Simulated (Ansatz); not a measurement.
Write the native input for Ansatz 0.2.0 that does the following.

* Task: single point
* Functional: HF
* Potentials or basis: Ansatz PAW
* Cutoff: 420 eV (not typed: the program's choice for these potentials)
* k mesh: 5 × 5 × 5
* Occupations: fermi-dirac, width 0.05 eV
* Spin: no spin polarisation

The system is As.

```
CELL_PARAMETERS angstrom
1.88080 1.08588 3.51406
-1.88080 1.08588 3.51406
0.00000 -2.17176 3.51406
ATOMIC_POSITIONS crystal
As 0.22600 0.22600 0.22600
As 0.77400 0.77400 0.77400
```

One way to write it, as run:

input

```
crystal:
  lattice:
    - [1.8807968987, 1.0858785957, 3.5140619945]
    - [-1.8807968987, 1.0858785957, 3.5140619945]
    - [0.0, -2.1717571915, 3.5140619945]
  atoms:
    - { symbol: As, position: [0.226, 0.226, 0.226] }
    - { symbol: As, position: [0.774, 0.774, 0.774] }
hamiltonian:
  xc: hf
  pseudopotentials: { kind: paw }
kpoints:
  mp_grid: { grid: [5, 5, 5] }
scf:
  occupations: { method: fermi_dirac, width: 0.05 }
output:
  forces: true
  stress: true
  eigenvalues: true
```

Results of the run:

| Quantity | Value |
| --- | --- |
| Pressure | 5.7 GPa |
| Largest force | 0.911 eV/Å |
| Band gap on the k mesh | 3.14 eV, indirect (least direct gap 3.41 eV) |

Caveat: odd divisions of the mesh miss points on the zone boundary, where band edges often lie, so the gap on the mesh can be too wide; the PAW data sets come from PBE, with cores solved anew for the run's functional, which leaves a small shift of forces and pressure; the thresholds are loose for stress.

Run time: 14 s on 1 × NVIDIA H100 80GB HBM3 with 2 threads of AMD EPYC 7R13 Processor (Zen 3) (shared host), peak memory 1.8 GiB.
